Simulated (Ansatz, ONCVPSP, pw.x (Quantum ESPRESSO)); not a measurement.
W (Z = 74): one change to the ONCV potential, in the atom and in the fcc crystal

ONCVPSP 4.0.1.1 (patched build) input, shortened (lines: element, Z, core and valence counts, functional; n l f; lmax; l rc ep ncon nbas qcut; lloc lpopt rc5 dvloc0; l nproj debl; icmod fcfact rcfact), PBE, scalar-relativistic:

```
  W 74.00   10    4        4      upf
    1    0    2.00
    2    0    2.00
    2    1    6.00
    3    0    2.00
    3    1    6.00
    3    2   10.00
    4    0    2.00
    4    1    6.00
    4    2   10.00
    4    3   14.00
    5    0    2.00
    5    1    6.00
    5    2    4.00
    6    0    2.00
    2
    0    1.90    0.00    4    8    8.30
    1    2.05    0.00    3    6    6.00
    2    2.80    0.00    5   10    5.20
    4    5    1.55    6.00
    0    2    2.00
    1    1    0.70
    2    2    3.30
    2    0.65    1.15
```

Change: all radii but the core radius scaled by about 1.25 (s 2.38, p 2.56, d 3.50 bohr); local potential polynomial inside 1.94 bohr (lpopt 5, dvloc0 6 Ha).

Cutoffs, loose and tight: the cutoffs (Ha) at which the residual kinetic energy of the hardest occupied pseudo-wave falls to 1 and 0.1 mHa per electron. They do not see the model core or the augmentation charge, which bear on the density cutoff. Test errors are all-electron minus pseudo excitation energies from the reference, over the configurations 5s2 5p6 5d4 6s1; 5s2 5p6 5d4 6s0; 5s2 5p6 5d3 6s0; 5s2 5p6 5d5 6s1; variants that change the core or the reference have their own tests.

Crystal test: fcc W in pw.x 7.5, no spin, 14³ k-points, Fermi–Dirac smearing 0.01 Ry, cutoffs set for each file from its atomic test. The reference is all-electron LAPW (Ansatz 0.2.0) with the same functional, mesh and smearing; V0 and B0 come from Birch–Murnaghan fits to the pressures at five volumes. Errors are pseudo minus all-electron; Δ is the rms difference of the E(V) curves that follow from these fits, minima aligned, over ±6 % about the mean V0. Mesh and smearing are coarse, so the numbers serve the comparison and aren't converged zero-temperature values; the lattice is a test structure that the element need not adopt.

All-electron: a0 = 4.039 Å (V0 = 16.47 Å³/atom), B0 = 280.9 GPa.

Task: Does the change bring the crystal closer to the all-electron result?

Result: The mean pressure error goes from -2.39 to +9.37 GPa, so the change moves the solid further from the all-electron pressures.

```json
{"quantity": "outcome (atom)", "base": "generated", "changed": "generated"}
{"quantity": "cutoff, loose (atom)", "base": "19 Ha", "changed": "13 Ha"}
{"quantity": "cutoff, tight (atom)", "base": "23 Ha", "changed": "18 Ha"}
{"quantity": "bound ghosts (atom)", "base": "none", "changed": "none"}
{"quantity": "largest test error (meV) (atom)", "base": "-5.1", "changed": "-35"}
{"quantity": "cutoffs in pw.x (Ry)", "base": "55/220", "changed": "50/200"}
{"quantity": "a0 (Å)", "base": "4.028", "changed": "4.086"}
{"quantity": "a0 error (%)", "base": "-0.28", "changed": "+1.16"}
{"quantity": "B0 error (%)", "base": "+0.9", "changed": "-9.5"}
{"quantity": "Δ (meV/atom)", "base": "8.6", "changed": "33.6"}
{"quantity": "mean pressure error (GPa)", "base": "-2.39", "changed": "+9.37"}
```

Changed file: The largest radius (3.50 bohr) exceeds half the bond length (2.70 bohr), so the spheres overlap, which is one possible source of error among others. This is a poor potential for the solid.
